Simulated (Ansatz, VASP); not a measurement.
Two plane-wave programs on NaCl

INCAR

```
ALGO     = Normal         # electronic algorithm
EDIFF    = 1E-6           # SCF threshold, eV
ENCUT    = 520            # plane-wave cutoff, eV
GGA      = PS             # functional
ISIF     = 2              # what is computed and relaxed
ISMEAR   = 0              # smearing method
LASPH    = True           # aspherical terms in the spheres
LCHARG   = False          # write CHGCAR
LREAL    = False          # projectors in reciprocal space
LWAVE    = False          # write WAVECAR
NBANDS   = 14             # bands
NELM     = 80             # most SCF steps
PREC     = Accurate       # precision mode
SIGMA    = 0.02           # smearing width, eV
```

KPOINTS

```
k-points
0
Gamma
  6 6 6
```

File POSCAR:

```
NaCl
1.0
    3.2995182647      0.0019612264      0.0706391723
    0.0019612264      3.4248966667     -0.0400650536
    0.0706391723     -0.0400650536      3.4893719846
Na Cl
1 1
Direct
    0.0386672339      0.0184199030      0.0001656107
    0.4613327661      0.4815800970      0.4998343893
```

Input for Ansatz:

```yaml
crystal:
  lattice:
    - [3.2995182647, 0.0019612264, 0.0706391723]
    - [0.0019612264, 3.4248966667, -0.0400650536]
    - [0.0706391723, -0.0400650536, 3.4893719846]
  atoms:
    - { symbol: Na, position: [0.0386672339, 0.018419903, 0.0001656107] }
    - { symbol: Cl, position: [0.4613327661, 0.481580097, 0.4998343893] }
basis:
  ecutwfc: 420
kpoints:
  mp_grid: { grid: [6, 6, 6] }
hamiltonian:
  xc: pbesol
scf:
  occupations: { method: gaussian, width: 0.02 }
output:
  forces: true
  stress: true
  eigenvalues: true
  populations: true
```

Change from the starting cell: all atoms moved at random, cell strained at random.

Alike in both runs: task single point; functional PBEsol; k mesh 6 × 6 × 6; occupations gaussian, width 0.02 eV; no spin polarisation.

|  | VASP | Ansatz |
| --- | --- | --- |
| version | VASP 6.6.1 | Ansatz 0.2.0 |
| potentials or method | VASP PAW PBE potentials, release 64 (Na_pv, Cl) | scalar-relativistic, plane waves, PAW |
| plane-wave cutoff (eV) | 520 | 420 |
| valence electrons in the cell | 14 | 16 |

VASP gave:

```
gap on the k mesh at the Fermi level (eV)       : 3.89
least direct gap on the mesh (eV)               : 4.37
pressure (GPa)                                  : 2.1
largest component of the traceless stress (GPa) : 2.55
rms of the force components (eV/Å)              : 0.138
```

Q: Which values does Ansatz return?

A: gap on the k mesh at the Fermi level (eV): 3.90; least direct gap on the mesh (eV): 4.37; pressure (GPa): 2.1; largest component of the traceless stress (GPa): 2.56; rms of the force components (eV/Å): 0.134.

Atom by atom the forces differ by 0.003 eV/Å (rms over components). The functional is the same, so the differences come from potentials, cutoffs and numerics. The two sets of potentials don't hold the same shells in valence.

Caveats: the PAW data sets were made with another functional, which shifts forces and pressure a little (VASP). A k mesh can miss the band edges.
